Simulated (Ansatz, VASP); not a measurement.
# Two plane-wave programs on ZnS

Contents of INCAR:

```
  PREC = Accurate
  ENCUT = 520
  EDIFF = 1E-8
  ISMEAR = -1
  SIGMA = 0.02
  LREAL = Auto
  LASPH = T
  NELM = 100
  ALGO = Fast
  ISIF = 2
  LWAVE = F
  LCHARG = F
  GGA = PE
  LEFG = T
  NBANDS = 86
```

Contents of KPOINTS:

```
Automatic mesh
0
Gamma
  8 8 2
```

The input POSCAR:

```
ZnS
1.0
    3.8063306180      0.0000000000      0.0000000000
   -1.9031653090      3.2963790104      0.0000000000
    0.0000000000      0.0000000000     24.9109767200
Zn S
8 8
Direct
    0.3333333333      0.6666666667      0.1248427000
    0.0000000000      0.0000000000      0.0002512000
    0.6666666667      0.3333333333      0.6248088900
    0.6666666667      0.3333333333      0.8752558000
    0.0000000000      0.0000000000      0.7500102400
    0.3333333333      0.6666666667      0.3752744800
    0.0000000000      0.0000000000      0.4999590700
    0.6666666667      0.3333333333      0.2499696000
    0.6666666667      0.3333333333      0.3438889100
    0.6666666667      0.3333333333      0.9690531000
    0.3333333333      0.6666666667      0.2184879700
    0.0000000000      0.0000000000      0.5935355200
    0.0000000000      0.0000000000      0.0937900900
    0.0000000000      0.0000000000      0.8437991100
    0.3333333333      0.6666666667      0.4688775700
    0.6666666667      0.3333333333      0.7185927400
```

Input for Ansatz:

```yaml
crystal:
  lattice:
    - [3.806330618, 0.0, 0.0]
    - [-1.903165309, 3.2963790104, 0.0]
    - [0.0, 0.0, 24.91097672]
  atoms:
    - { symbol: Zn, position: [0.3333333333, 0.6666666667, 0.1248427] }
    - { symbol: Zn, position: [0.0, 0.0, 0.0002512] }
    - { symbol: Zn, position: [0.6666666667, 0.3333333333, 0.62480889] }
    - { symbol: Zn, position: [0.6666666667, 0.3333333333, 0.8752558] }
    - { symbol: Zn, position: [0.0, 0.0, 0.75001024] }
    - { symbol: Zn, position: [0.3333333333, 0.6666666667, 0.37527448] }
    - { symbol: Zn, position: [0.0, 0.0, 0.49995907] }
    - { symbol: Zn, position: [0.6666666667, 0.3333333333, 0.2499696] }
    - { symbol: S, position: [0.6666666667, 0.3333333333, 0.34388891] }
    - { symbol: S, position: [0.6666666667, 0.3333333333, 0.9690531] }
    - { symbol: S, position: [0.3333333333, 0.6666666667, 0.21848797] }
    - { symbol: S, position: [0.0, 0.0, 0.59353552] }
    - { symbol: S, position: [0.0, 0.0, 0.09379009] }
    - { symbol: S, position: [0.0, 0.0, 0.84379911] }
    - { symbol: S, position: [0.3333333333, 0.6666666667, 0.46887757] }
    - { symbol: S, position: [0.6666666667, 0.3333333333, 0.71859274] }
kpoints:
  mp_grid: { grid: [8, 8, 2] }
scf:
  occupations: { method: fermi_dirac, width: 0.02 }
hamiltonian:
  xc: pbe
  pseudopotentials: { kind: paw }
output:
  forces: true
  stress: true
  populations: true
  efg:
    quadrupole_moments_barn: { Zn: 0.122, S: -0.0694 }
    contact_densities: true
```

Measurements of this composition are mostly on another form, of space group No. 216.

Alike in both runs: task electric field gradients; functional PBE; k mesh 8 × 8 × 2; occupations fermi-dirac, width 0.02 eV; no spin polarisation.

```csv
,VASP,Ansatz
version,VASP 6.6.1,Ansatz 0.2.0
potentials or method,"VASP PAW PBE potentials, release 64 (Zn, S)","plane-wave PAW, scalar-relativistic"
plane-wave cutoff (eV),520,420
valence electrons in the cell,144,144
```

|  | VASP | Ansatz | Ansatz less VASP |
| --- | --- | --- | --- |
| gap on the k mesh at the Fermi level (eV) | 2.19 | 2.19 | -0.006 |
| pressure (GPa) | 2.5 | 2.4 | -0.16 |
| rms of the force components (eV/Å) | 0.006 | 0.006 | -0.0004 |
| Vzz of the field gradient on the site that differs most (V/Å²) | 0.0 | -0.1 | -0.12 |

Atom by atom the forces differ by 0.001 eV/Å (rms over components).

A k mesh can miss the band edges. Expect the measured gap to be larger: semilocal functionals such as PBE lack the derivative discontinuity.
